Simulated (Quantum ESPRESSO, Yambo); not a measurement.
Planning a run of Yambo 5.3.0 on GaN (F-43m). The input:

```
optics
bss
bse
em1s
dipoles
rim_cut
RandQpts= 1000000
RandGvec= 1 RL
Chimod= "HARTREE"
BSKmod= "SEX"
BSEmod= "resonant"
BSSmod= "d"
BSENGexx= 20 Ry
BSENGBlk= 4 Ry
% BSEQptR
 1 | 1 |
%
% BSEBands
 11 | 14 |
%
% BEnRange
 0 | 5 | eV
%
% BDmRange
 0.1 | 0.1 | eV
%
BEnSteps= 101
% BLongDir
 1 | 0 | 0 |
%
% BndsRnXs
 5 | 21 |
%
NGsBlkXs= 4 Ry
% LongDrXs
 1 | 1 | 1 |
%
% KfnQP_E
 0.778 | 1.0 | 1.0 |
%
WRbsWF
FFTGvecs= 47 Ry
```

```sh
OMP_NUM_THREADS=1 mpirun -n 4 yambo -F bse15.in -J bse15 -C bse15 > bse15.log
```

The stored states that it reads are on a 12×12×12 mesh. Symmetry: F-43m, No. 216, cubic system. The conventional cell has a = 4.507 Å, b = 4.507 Å, c = 4.507 Å, α = 90.00°, β = 90.00°, γ = 90.00°. Ga has 4 N at 1.95 Å nearest. Nearest to N lie 4 Ga at 1.95 Å. Farther neighbours and most contacts between anions are not listed.

**Question.** Estimate wall time and host memory on 4 MPI ranks of Arm Neoverse V1, shared host.

It took 8.4 min; on shared hardware allow 4.2 min to 17 min. Peak host memory was 5.5 GiB.

The kernel grows as the square of the matrix size, and full diagonalisation as its cube.

[Paths, hosts, dates, memory and timing lines, banners, echoed tables and standing remarks are left out of the program output.]

[Logs are printed without paths, hosts, clocks, repeated set-up lines and the standing remarks that a program may print on its own settings, such as how far it seeks lower states.]

[Runs of the session that timed out or met a known fault of the program may be left out.]

[Hosts, paths, dates, database ids (printed as entryN), source tags and the programs' standing remarks are cut or masked in the printed files.]
